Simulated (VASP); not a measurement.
# Moving the dispersion correction in CoO

The cell as given:

```
Co O
1.0
     0.00000    2.13150    2.13150
     2.13150    0.00000    2.13150
     2.13150    2.13150    0.00000
Co O
1 1
Direct
  0.00000 0.00000 0.00000
  0.50000 0.50000 0.50000
```

Kept alike: task relaxation of cell and atoms; functional SCAN; k mesh 8 × 8 × 8; occupations fermi-dirac, width 0.05 eV; collinear spin, ferromagnetic start. Program: VASP, PBE PAW files Co, O, 600 eV. The mesh is that of the run's cell of 2 atoms. No spin-orbit coupling.

```csv
dispersion correction,volume (Å³/atom),largest site moment (μB)
D3(zero),9.219,2.65
D3(BJ),9.202,2.65
D4,9.224,2.65
MBD,-,2.64
MBD-FI,9.142,2.64
none,9.270,2.66
rVV10 (b = 15.7),9.213,2.65
```

The relaxations keep at least the cell's symmetry (Fm-3m). For a metal such a mesh leaves the last digits unconverged. Relaxations stop with a little pressure left, so the last digits of a volume or edge aren't settled. The measured crystal is an antiferromagnetic insulator; a metallic or parallel state is the runs' own. A dash stands where a model potential gives no energy or stress, or where a value looked faulty or was in doubt. The runs hold the magnetic state that their start led to, which needn't be the lowest. Site moments count inside each atom's sphere or projector. All rows use potentials made for PBE.

The volume runs from 9.142 (MBD-FI) to 9.270 Å³/atom (none). Against no correction: D3(zero) -0.6 %; D3(BJ) -0.7 %; D4 -0.5 %; MBD-FI -1.4 %; rVV10 (b = 15.7) -0.6 %. Dispersion terms mostly attract and so lower the volume; the schemes' coefficients and damping set how far. The largest site moment runs from 2.64 (MBD; MBD-FI) to 2.66 μB (none).
